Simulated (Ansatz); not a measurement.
# Structure relaxation of In₂Sb

The calculation used Ansatz, DFT r2SCAN, scalar-relativistic, plane waves, PAW. Cutoff 500 eV, Γ-centred k mesh, Gaussian smearing, no spin polarisation in the final step.

The start puts In₂Sb on the anti-fluorite structure type (Fm-3m, No. 225), with Sb in place of Ca, In in place of F, at a guessed volume.

```yaml
crystal:
  lattice:
    - [0.00000, 3.46835, 3.46835]
    - [3.46835, 0.00000, 3.46835]
    - [3.46835, 3.46835, 0.00000]
  atoms:
    - { symbol: In, position: [0.25000, 0.25000, 0.25000] }
    - { symbol: In, position: [0.75000, 0.75000, 0.75000] }
    - { symbol: Sb, position: [0.00000, 0.00000, 0.00000] }
```

Cell and atoms relax at zero pressure; the relaxation can't lower the symmetry of the start. After a coarse first stage the cell is made exact in the group found at 0.06 Å.

The zero of energy is the elements' standard structures at the same level; no fitted shifts are applied.

(1) What does it relax into?

(2) What are its volume, energy, density and gap?

## Answers

(1) It keeps Fm-3m (No. 225). The result has the fluorite structure. Conventional cell: a = 7.331 Å. In has 4 Sb at 3.17 Å and 6 In at 3.67 Å; Sb has 8 In at 3.17 Å.

```
In Sb
1.0
     0.00000    3.66561    3.66561
     3.66561    0.00000    3.66561
     3.66561    3.66561    0.00000
In Sb
2 1
Direct
  0.25000 0.25000 0.25000
  0.75000 0.75000 0.75000
  0.00000 0.00000 0.00000
```

(2) The volume per atom is 32.84 Å³ and the density is 5.92 g/cm³. The energy over the elements is 0.07 eV/atom. The gap on the 12×12×12 mesh is 0 eV (a metal).

The final run used a 12×12×12 mesh on its 3-atom cell and 0.10 eV smearing. For metals, differences of a few meV/atom aren't resolved. Spin–orbit coupling is left out. A structure relaxed within its symmetry needn't be a true minimum. The steps took about 100 core-seconds in all.

Cost: 3 runs of about 1.6 core-minutes in all, on Intel Xeon Platinum 8375C (Ice Lake) (shared hosts).